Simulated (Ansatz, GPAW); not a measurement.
## A script for CuI (PBE in single-zeta orbitals)

These are simulated results from GPAW 26.7.0, not measurements. The cell was built from a prototype and was relaxed with r2SCAN in plane waves (Ansatz 0.2.0). Not every such cell is a known phase. All runs are without spin polarisation.

It is hexagonal, P6_3/mmc (No. 194); a = 4.376 Å, c = 7.254 Å in the conventional setting, 30.07 Å³ an atom. Cu is surrounded by 3 I at 2.53 Å; I is surrounded by 3 Cu at 2.53 Å.

The basis is minimal: single zeta, one radial function for each shell that the log's basis lists. It describes the filled bands fairly and the empty ones poorly.

Input script:

```python
import json
from ase import Atoms
from gpaw import GPAW, PW, FermiDirac

atoms = Atoms(['Cu', 'Cu', 'I', 'I'],
              cell=[[4.375537, 0.0, -0.0], [-2.187769, 3.789327, 0.0], [-0.0, -0.0, 7.253794]],
              scaled_positions=[[0.333333, 0.666667, 0.25], [0.666667, 0.333333, 0.75], [0.666667, 0.333333, 0.25], [0.333333, 0.666667, 0.75]],
              pbc=True)
calc = GPAW(mode='lcao', basis='sz(dzp)', h=0.2, xc='PBE', kpts={'size': (6, 6, 2), 'gamma': True},
            occupations=FermiDirac(0.02), maxiter=100, legacy_gpaw=True, txt='gpaw.txt')
atoms.calc = calc
res = {'energy': atoms.get_potential_energy(force_consistent=True)}
res['electrons'] = calc.get_number_of_electrons()
res['k'] = calc.get_ibz_k_points().tolist()
res['levels'] = [calc.get_eigenvalues(kpt=i).tolist() for i in range(len(res['k']))]
points = [[0.0, 0.0, 0.0], [0.5, 0.0, 0.0], [0.333333, 0.333333, 0.0], [0.0, 0.0, 0.5], [0.5, 0.0, 0.5], [0.333333, 0.333333, 0.5]]
bands = calc.fixed_density(kpts=points, symmetry='off', txt='bands.txt')
res['points'] = [bands.get_eigenvalues(kpt=i).tolist() for i in range(len(points))]
json.dump(res, open('results.json', 'w'))
print('free energy (eV):', round(res['energy'], 5))
```

Command: `python run.py`. It took 8.9 s on 1 thread of Arm Neoverse V1, on a shared host, peak memory 0.18 GiB.

The log gpaw.txt, trimmed of paths, versions and times, then the last line on the terminal. An iter line gives the energy in eV and the logarithms of the changes of orbitals (plane waves alone) and density (c: converged):

```
___ ___ ___ _ _ _
 |   |   |_  | | | |

 | | | | | . | | | |

 |__ |  _|___|_____|  26.7.0
 |___|_|

Input parameters:
  basis: sz(dzp)
  h: 0.2
  kpts: {gamma: True,
         size: (6, 6, 2)}
  maxiter: 100
  mode: lcao
  occupations: {fixmagmom: False,
                name: fermi-dirac,
                width: 0.02}
  xc: PBE

System changes: positions, numbers, cell, pbc, initial_charges, initial_magmoms

Initialize ...

species:
  Cu:
    name:    Copper
    Z:       29.0
    valence: 11
    core:    18
    charge:  0.0  # [|e|]
    compensation charges:
      type: gauss
      rc: 0.33  # [Å]
      lmax: 2
    cutoffs:
      filter: 2.06  # [Å]
      core: 2.43  # [Å]
    projectors
    | kind |    occ | energy [eV] | rcut [Å] |

    |------|--------|-------------|----------|

    |   4s |  1.000 |      -4.609 |    1.164 |

    |   4p |  0.000 |      -0.698 |    1.164 |

    |   3d | 10.000 |      -5.039 |    1.058 |

    |    s |        |      22.603 |    1.164 |

    |    p |        |      26.513 |    1.164 |

    |    d |        |      22.172 |    1.058 |

    LCAO basis set for Cu:
      Name: sz(dzp)
      Number of radial functions: 2
      Number of spherical harmonics: 6
        l=0, rc=8.9688 Bohr: 4s-sz confined orbital
        l=2, rc=5.1719 Bohr: 3d-sz confined orbital
      Number of RI-basis functions 0

  I:
    name:    Iodine
    Z:       53.0
    valence: 7
    core:    46
    charge:  0.0  # [|e|]
    compensation charges:
      type: gauss
      rc: 0.37  # [Å]
      lmax: 2
    cutoffs:
      filter: 2.06  # [Å]
      core: 2.90  # [Å]
    projectors
    | kind |    occ | energy [eV] | rcut [Å] |

    |------|--------|-------------|----------|

    |   5s |  2.000 |     -17.382 |    1.164 |

    |   5p |  5.000 |      -7.088 |    1.164 |

    |    s |        |       9.829 |    1.164 |

    |    p |        |      20.123 |    1.164 |

    |    d |        |       0.000 |    1.164 |

    LCAO basis set for I:
      Name: sz(dzp)
      Number of radial functions: 2
      Number of spherical harmonics: 4
        l=0, rc=5.8750 Bohr: 5s-sz confined orbital
        l=1, rc=7.5156 Bohr: 5p-sz confined orbital
      Number of RI-basis functions 0

Reference energy: -477124.495015  # eV

Spin-paired calculation

Convergence criteria:
 Maximum [total energy] change in last 3 cyles: 0.0005 eV / valence electron
 Maximum integral of absolute [dens]ity change: 0.0001 electrons / valence electron
 Maximum integral of absolute [eigenst]ate change: 4e-08 eV^2 / valence electron
 Maximum number of scf [iter]ations: 100
 (Square brackets indicate name in SCF output, whereas a 'c' in
 the SCF output indicates the quantity has converged.)

Symmetries present (total): 2

  ( 1  0  0)  (-1  0  0)
  ( 0  1  0)  ( 0 -1  0)
  ( 0  0  1)  ( 0  0 -1)

72 k-points: 6 x 6 x 2 Monkhorst-Pack grid + [1/12,1/12,1/4]
40 k-points in the irreducible part of the Brillouin zone
       k-points in crystal coordinates                weights
   0:     0.00000000    0.00000000    0.00000000          1/72
   1:     0.00000000    0.00000000    0.50000000          1/72
   2:     0.00000000    0.16666667    0.00000000          2/72
   3:     0.00000000    0.16666667    0.50000000          2/72
   4:     0.00000000    0.33333333    0.00000000          2/72
   5:     0.00000000    0.33333333    0.50000000          2/72
   6:     0.00000000    0.50000000    0.00000000          1/72
   7:     0.00000000    0.50000000    0.50000000          1/72
   8:     0.16666667   -0.33333333    0.00000000          2/72
   9:     0.16666667   -0.33333333    0.50000000          2/72
          ...
  39:     0.50000000    0.50000000    0.50000000          1/72

Wave functions: LCAO
  Diagonalizer: Serial LAPACK
  Atomic Correction: dense with blas
  Data-type: complex

Occupation numbers: Fermi-Dirac:
  width: 0.0200  # eV

Eigensolver
   LCAO using direct dense diagonalizer

Densities:
  Coarse grid: 20*20*36 grid
  Fine grid: 40*40*72 grid
  Total Charge: 0.000000

Density mixing:
  Method: separate
  Backend: msr1
  Linear mixing parameter: 0.05
  old densities: 10
  Width of damping distribution: 1.1
  Damping of long wavelength oscillations: 20

Hamiltonian:
  XC and Coulomb potentials evaluated on a 40*40*72 grid
  Using the PBE Exchange-Correlation functional
  Interpolation: tri-quintic (5. degree polynomial)
  Poisson solver: FastPoissonSolver using
    Stencil: 8*3+1=25 point O(h^6) finite-difference Laplacian
    FFT axes: [np.int64(0), np.int64(1), np.int64(2)]
    FST axes: []

XC parameters: PBE with 2 nearest neighbor stencil

Memory estimate:
  Process memory now: 120.39 MiB
  Calculator: 26.25 MiB
    Density: 19.26 MiB
      Arrays: 2.86 MiB
      Localized functions: 14.21 MiB
      Mixer: 2.20 MiB
    Hamiltonian: 2.93 MiB
      Arrays: 1.87 MiB
      XC: 0.00 MiB
      Poisson: 0.00 MiB
      vbar: 1.06 MiB
    Wavefunctions: 4.06 MiB
      C [qnM]: 0.24 MiB
      S, T [2 x qmm]: 0.49 MiB
      P [aqMi]: 0.05 MiB
      BasisFunctions: 3.28 MiB
      Eigensolver: 0.00 MiB

Total number of cores used: 1

Number of atoms: 4
Number of atomic orbitals: 20
Number of bands in calculation: 20
Number of valence electrons: 36
Bands to converge: occupied
Positions:
   0 Cu    -0.000003    2.526219    1.813449    ( 0.0000,  0.0000,  0.0000)
   1 Cu     2.187771    1.263108    5.440346    ( 0.0000,  0.0000,  0.0000)
   2 I      2.187771    1.263108    1.813449    ( 0.0000,  0.0000,  0.0000)
   3 I     -0.000003    2.526219    5.440346    ( 0.0000,  0.0000,  0.0000)

Unit cell:
           periodic     x           y           z      points  spacing
  1. axis:    yes    4.375537    0.000000   -0.000000    20     0.1895
  2. axis:    yes   -2.187769    3.789327    0.000000    20     0.1895
  3. axis:    yes   -0.000000   -0.000000    7.253794    36     0.2015

  Lengths:   4.375537   4.375538   7.253794
  Angles:   90.000000  90.000000 120.000000

Effective grid spacing dv^(1/3) = 0.2029

iter:   1    -5.697746        c
iter:   2    -5.657590        c -1.57
iter:   3    -5.372558        c -1.59
iter:   4    -5.357487        c -2.31
iter:   5    -5.356312c       c -2.76
iter:   6    -5.356406c       c -3.50
iter:   7    -5.356303c       c -3.67
iter:   8    -5.356296c       c -4.53c

Converged after 8 iterations.

Energy contributions relative to reference atoms: (reference = -477124.495015)

Kinetic:       +185.451731
Potential:     -164.728500
External:        +0.000000
XC:             -26.155519
Entropy (-ST):   -0.001337
Local:           +0.076660
SIC:             +0.000000
--------------------------
Free energy:     -5.356965
Extrapolated:    -5.356296

Showing only first 2 kpts
 Kpt  Band  Eigenvalues  Occupancy
  0    16      5.59816    1.99656
  0    17      5.72197    1.08571
  0    18      5.72251    1.07231
  0    19      5.77134    0.18281

  1    16      5.66299    1.91551
  1    17      5.66299    1.91551
  1    18      6.19283    0.00000
  1    19      6.19283    0.00000

Fermi level: 5.72541

No gap
No difference between direct/indirect transitions

free energy (eV): -5.35696
```

The gap in the log is over the mesh alone; results.json adds the listed points. PBE in single-zeta orbitals gives no gap at the points read. On the same cell, plane-wave PBE (Ansatz, 6×6×4 k points and the special points) gives a gap of 1.21 eV and r2SCAN a gap of 1.66 eV; on shared hosts these took about 10 and 22 core-seconds on the 4-atom cell, against 8.9 for the script. Spin-orbit coupling, left out in all these runs, can cut or reorder the gap by tenths of an eV, up to about 1 eV with Pb or Bi. This method closes a gap that PBE finds, a failure in kind.

No spin-orbit coupling is included; it can move band edges with weight on the heavy atoms by tenths of an eV.
